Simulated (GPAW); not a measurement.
Wanted: an ASE script for a GPAW 26.7.0 run.

* Task: single point
* Functional: PBE
* Potentials or basis: GPAW PAW data sets (gpaw-data 1.2.1)
* Cutoff: 450 eV
* Basis: pw
* k mesh: 4 × 4 × 4
* Occupations: fermi-dirac, width 0.05 eV
* Spin: no spin polarisation
* Maxiter: 60
* Ranks: 4

The structure of GaAs lies in POSCAR:

```
GaAs
1.0
    3.6064012070      0.0000000000      0.0000000000
   -1.8032006035      3.1232350615      0.0000000000
    0.0000000000      0.0000000000      3.5731941600
Ga As
1 1
Direct
    0.3333333300      0.6666666700      0.5000000000
   -0.0000000033      0.0000000033      0.0000000000
```

The cell was built by a generator and needn't be a form met in nature.

The input as run:

run.py

```python
from ase.dft.bandgap import bandgap
from ase.io import read, write
from ase.units import GPa
from ase.parallel import parprint
from gpaw import GPAW, PW

atoms = read('POSCAR')

calc = GPAW(mode=PW(450),
            xc='PBE',
            kpts={'size': (4, 4, 4), 'gamma': True},
            occupations={'name': 'fermi-dirac', 'width': 0.05},
            nbands=9,
            convergence={'density': 1e-05, 'energy': 1e-05},
            maxiter=60,
            txt='gpaw.txt')
atoms.calc = calc
energy = atoms.get_potential_energy()
forces = atoms.get_forces()
stress = atoms.get_stress()
calc.write('gs.gpw')
write('result.traj', atoms)
parprint(f'Energy: {energy:.6f} eV')
parprint('Forces (eV/A):')
parprint(forces.round(4))
parprint('Stress (GPa):', (stress / GPa).round(3))
parprint('Fermi level:', round(calc.get_fermi_level(), 4), 'eV')
parprint(f'Gap: {bandgap(calc)[0]:.4f} eV, direct: {bandgap(calc, direct=True)[0]:.4f} eV')
```

Potentials or basis: GPAW PAW data sets (gpaw-data 1.2.1), pw.

Command:

```sh
$ OMP_NUM_THREADS=1 mpirun -n 4 gpaw python run.py
```

It gave:

```json
{"Pressure": "0.5 GPa", "Band gap on the k mesh": "none (metal or under the smearing width)"}
```

Caveat: the k mesh is coarse (spacing up to 0.50 Å⁻¹), so the values aren't converged; the cutoff is short for stress and forces, so pressures can be off by a GPa or more.

Wall time 2.7 s on 4 MPI ranks on Arm Neoverse V2, on a shared host, peak memory 0.15 GiB a rank.
